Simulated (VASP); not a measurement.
# C (P6_3/mmc) in VASP: further runs, part 2 of 2

VASP 6.6.1.

## (4) Single point, PBEsol

The input, INCAR:

```
ALGO = Fast
EDIFF = 1E-6
ENCUT = 520
GGA = PS
ISIF = 2
ISMEAR = -1
LASPH = True
LCHARG = False
LREAL = False
LWAVE = False
NELM = 60
PREC = Accurate
SIGMA = 0.05
```

The input, KPOINTS:

```
k-points
0
Gamma
  16 16 4
```

The input, POSCAR:

```
C
1.0
    2.4610000000      0.0000000000      0.0000000000
   -1.2305000000      2.1312885187      0.0000000000
    0.0000000000      0.0000000000      6.1713600000
C
4
Direct
    0.0000000000      0.0000000000      0.2500000000
    0.3333333333      0.6666666667      0.2500000000
    0.0000000000      0.0000000000      0.7500000000
    0.6666666667      0.3333333333      0.7500000000
```

Potentials or basis: VASP PAW PBE potentials, release 64 (C).

The run is started by

```console
$ cat potpaw_PBE.64/C/POTCAR > POTCAR
$ mpirun -np 1 vasp_std > vasp.out
```

OUTCAR:

```text
EDIFF = 1E-6
   ENCUT = 520
   GGA = PS
   ISIF = 2
   ISMEAR = -1
   LASPH = True
   LREAL = False
   NELM = 60
   PREC = Accurate

 ion  position               nearest neighbor table
   1  0.000  0.000  0.250-   2 1.42   2 1.42   2 1.42
   2  0.333  0.667  0.250-   1 1.42   1 1.42   1 1.42
   3  0.000  0.000  0.750-   4 1.42   4 1.42   4 1.42
   4  0.667  0.333  0.750-   3 1.42   3 1.42   3 1.42

  LATTYP: Found a hexagonal cell.
 ALAT       =     2.4610000000
 C/A-ratio  =     2.5076635514

  Lattice vectors:

 A1 = (   2.4610000000,   0.0000000000,   0.0000000000)
 A2 = (  -1.2305000000,   2.1312885187,   0.0000000000)
 A3 = (   0.0000000000,   0.0000000000,   6.1713600000)

Analysis of symmetry for initial positions (statically):
=====================================================================
 Subroutine PRICEL returns:
 Original cell was already a primitive cell.

 Routine SETGRP: Setting up the symmetry group for a
 hexagonal supercell.

 Subroutine GETGRP returns: Found 24 space group operations
 (whereof 12 operations were pure point group operations)
 out of a pool of 24 trial point group operations.

The static configuration has the point symmetry D_3d.
 The point group associated with its full space group is D_6h.

Analysis of symmetry for dynamics (positions and initial velocities):
=====================================================================
 Subroutine PRICEL returns:
 Original cell was already a primitive cell.

 Routine SETGRP: Setting up the symmetry group for a
 hexagonal supercell.

 Subroutine GETGRP returns: Found 24 space group operations
 (whereof 12 operations were pure point group operations)
 out of a pool of 24 trial point group operations.

The dynamic configuration has the point symmetry D_3d.
 The point group associated with its full space group is D_6h.

 Subroutine INISYM returns: Found 24 space group operations
 (whereof 12 operations are pure point group operations),
 and found     1 'primitive' translations

----------------------------------------------------------------------------------------

                                     Primitive cell

  volume of cell :      32.3694

  direct lattice vectors                    reciprocal lattice vectors
     2.461000000  0.000000000  0.000000000     0.406338887  0.234599866  0.000000000
    -1.230500000  2.131288519  0.000000000     0.000000000  0.469199731  0.000000000
     0.000000000  0.000000000  6.171360000     0.000000000  0.000000000  0.162038837

  length of vectors
     2.461000000  2.461000000  6.171360000     0.469199731  0.469199731  0.162038837

  position of ions in fractional coordinates (direct lattice)
     0.000000000  0.000000000  0.250000000
     0.333333333  0.666666667  0.250000000
     0.000000000  0.000000000  0.750000000
     0.666666667  0.333333333  0.750000000

  ion indices of the primitive-cell ions
   primitive index   ion index
                 1           1
                 2           2
                 3           3
                 4           4

----------------------------------------------------------------------------------------

 KPOINTS: k-points
[... 29 lines left out ...]
  0.250000  0.000000  0.000000      6.000000
  0.312500 -0.000000  0.000000      6.000000
[... 16 lines left out ...]
  0.187500  0.187500  0.000000      6.000000
  0.250000  0.187500  0.000000     12.000000
 [... further k-points ...]
   k-points           NKPTS =     90   k-points in BZ     NKDIM =     90   number of bands    NBANDS=     12
   number of dos      NEDOS =    301   number of ions     NIONS =      4
   total plane-waves  NPLWV =  15552
   dimension x,y,z NGX =    18 NGY =   18 NGZ =   48
   dimension x,y,z NGXF=    36 NGYF=   36 NGZF=   96
   ions per type =               4
   NGX,Y,Z   is equivalent  to a cutoff of  12.16, 12.16, 12.93 a.u.
   NGXF,Y,Z  is equivalent  to a cutoff of  24.32, 24.32, 25.86 a.u.
 SYSTEM =  unknown system
   PREC   = accura    normal or accurate (medium, high low for compatibility)
   ISTART =      0    job   : 0-new  1-cont  2-samecut
   ICHARG =      2    charge: 1-file 2-atom 10-const
   ISPIN  =      1    spin polarized calculation?
   LNONCOLLINEAR =      F non collinear calculations
   LSORBIT =      F    spin-orbit coupling
   LASPH  =      T    aspherical Exc in radial PAW
   ENCUT  =  520.0 eV  38.22 Ry    6.18 a.u.   4.58  4.58 11.47*2*pi/ulx,y,z
   NELM   =     60;   NELMIN=  2; NELMDL= -5     # of ELM steps
   EDIFF  = 0.1E-05   stopping-criterion for ELM
   LREAL  =      F    real-space projection
   EDIFFG = 0.1E-04   stopping-criterion for IOM
   NSW    =      0    number of steps for IOM
   IBRION =     -1    ionic relax: 0-MD 1-quasi-New 2-CG
   NFREE  =      0    steps in history (QN), initial steepest desc. (CG)
   ISIF   =      2    stress and relaxation
   ISYM   =      2    0-nonsym 1-usesym 2-fastsym
   POTIM  = 0.5000    time-step for ionic-motion
   TEBEG  =    0.0;   TEEND  =   0.0 temperature during run
   PSTRESS=    0.0 pullay stress
   NELECT =      16.0000    total number of electrons
   NUPDOWN=      -1.0000    fix difference up-down
   EMIN   =  10.00;   EMAX   =-10.00  energy-range for DOS
   EFERMI =   0.00;   METHOD = LEGACY
   ISMEAR =    -1;   SIGMA  =   0.05  broadening in eV -4-tet -1-fermi 0-gaus
   EFERMI_NEDOS =   21; number of points for ismear=-14 and -15
   IALGO  =     68    algorithm
   IMIX   =      4    mixing-type and parameters
     AMIX     =   0.40;   BMIX     =  1.00
     AMIX_MAG =   1.60;   BMIX_MAG =  1.00
  volume/ion in A,a.u.               =       8.09        54.61
  Fermi-wavevector in a.u.,A,eV,Ry     =   1.294404  2.446069 22.796320  1.675482
  Thomas-Fermi vector in A             =   2.425989
   LORBIT       =      0    0 simple, 1 ext, 2 COOP (PROOUT), +10 PAW based schemes
   GGA     = PS    functional components
   LHFCALC =     F    Hartree Fock is set to
   AEXX    =    0.0000 exact exchange contribution
   IVDW    =     0    specifies the selected vdW correction
   LEPSILON=     F    determine dielectric tensor
   LRPA    =     F    only Hartree local field effects (RPA)
 non-spin polarized calculation
 RMM-DIIS sequential band-by-band and
  energy-cutoff  :      520.00
  volume of cell :       32.37
 maximum number of plane-waves:       890
   NGX =  9   NGY =  9   NGZ = 23

 number of electron      15.9999995 magnetization

 Free energy of the ion-electron system (eV)
  ---------------------------------------------------
  ext. energy  EPLUGINS =         0.00000000
  ---------------------------------------------------
  free energy    TOTEN  =       -38.51388943 eV

  energy without entropy =      -38.51350288  energy(sigma->0) =      -38.51369616

 E-fermi :   5.4259     XC(G=0): -11.1368

 val. band max:        5.2915888903   @ k =   0.3125   0.3125   0.0000
 cond. band min:       5.5564640358   @ k =   0.3125   0.3125   0.0000
 fundamental gap:      0.2648751455
 Fermi energy:         5.4258799925

 k-point     1 :       0.0000    0.0000    0.0000
  band No.  band energies     occupation
      1     -14.3795      2.00000
      2     -13.8081      2.00000
      3      -3.6319      2.00000
      4      -0.6167      2.00000
      5       2.4262      2.00000
      6       2.4262      2.00000
      7       2.4689      2.00000
      8       2.4689      2.00000
      9      10.2680      0.00000
     10      13.7158      0.00000
     11      13.7859      0.00000
     12      13.8229      0.00000
[... 331 lines left out ...]
 k-point    24 :       0.2500    0.1875    0.0000
  band No.  band energies     occupation
      1     -10.9704      2.00000
      2     -10.5053      2.00000
      3      -4.3604      2.00000
      4      -4.1589      2.00000
      5      -2.5308      2.00000
      6      -2.3817      2.00000
      7       0.4500      2.00000
      8       2.9340      2.00000
      9       8.9357      0.00000
     10       9.9347      0.00000
     11      14.2542      0.00000
     12      15.7999      0.00000

 [... further k-points ...]
[... 5 lines left out ...]
  --------------------------------------------------------------------------------------
  -------------------------------------------------------------------------------------
  Total       -0.1066071     -0.1066071      1.1445558      0.0000000      0.0000000      0.0000000
  in kB       -5.2766954     -5.2766954     56.6516840      0.0000000      0.0000000      0.0000000
  external PRESSURE =      15.3660977 kB  Pullay stress =       0.0000000 kB

 VOLUME and BASIS-vectors are now :
 -----------------------------------------------------------------------------
  energy-cutoff  :      520.00
  volume of cell :       32.37
      direct lattice vectors                 reciprocal lattice vectors
     2.461000000  0.000000000  0.000000000     0.406338887  0.234599866  0.000000000
    -1.230500000  2.131288519  0.000000000     0.000000000  0.469199731  0.000000000
     0.000000000  0.000000000  6.171360000     0.000000000  0.000000000  0.162038837

 POSITION                                       TOTAL-FORCE (eV/Angst)
 -----------------------------------------------------------------------------------
      0.00000      0.00000      1.54284        -0.000000     -0.000000     -0.000000
     -0.00000      1.42086      1.54284        -0.000000      0.000000      0.000000
      0.00000      0.00000      4.62852         0.000000      0.000000     -0.000000
      1.23050      0.71043      4.62852         0.000000      0.000000     -0.000000
 -----------------------------------------------------------------------------------
    total drift:                                0.000000     -0.000000      0.000000

  FREE ENERGIE OF THE ION-ELECTRON SYSTEM (eV)
  ---------------------------------------------------
  free  energy   TOTEN  =       -38.5138894334 eV

  energy  without entropy=      -38.5135028822  energy(sigma->0) =      -38.51369616
```

Wall time 17 s (1 thread of Intel Xeon 6975P-C (Granite Rapids), shared host); peak memory 0.15 GiB.

Results:

* Free energy: -38.5139 eV
* Pressure: 1.5 GPa
* Band gap on the k mesh: 0.26 eV, direct

Caveat: the PAW data sets were made with another functional, which shifts forces and pressure a little; this functional lacks dispersion, which binds the layers, so the pressure and a relaxed spacing across them are unreliable.

## (5) Summary

```tsv
level	potentials or basis	gap on the mesh (eV)	pressure (GPa)
LDA	VASP PAW LDA potentials, release 64 (C)	0.26	-4.1
PBE	VASP PAW PBE potentials, release 64 (C)	0.28	4.9
PBEsol	VASP PAW PBE potentials, release 64 (C)	0.26	1.5
```

Alike in all rows: task single point; no spin polarisation; cell as given; k mesh 16 × 16 × 4; cutoff (eV) 520; smearing fermi-dirac 0.05 eV.

Caveats: this functional lacks dispersion, which binds the layers, so the pressure and a relaxed spacing across them are unreliable (some runs); the PAW data sets were made with another functional, which shifts forces and pressure a little (some runs).

Absolute energies hang on the potentials; compare differences alone.
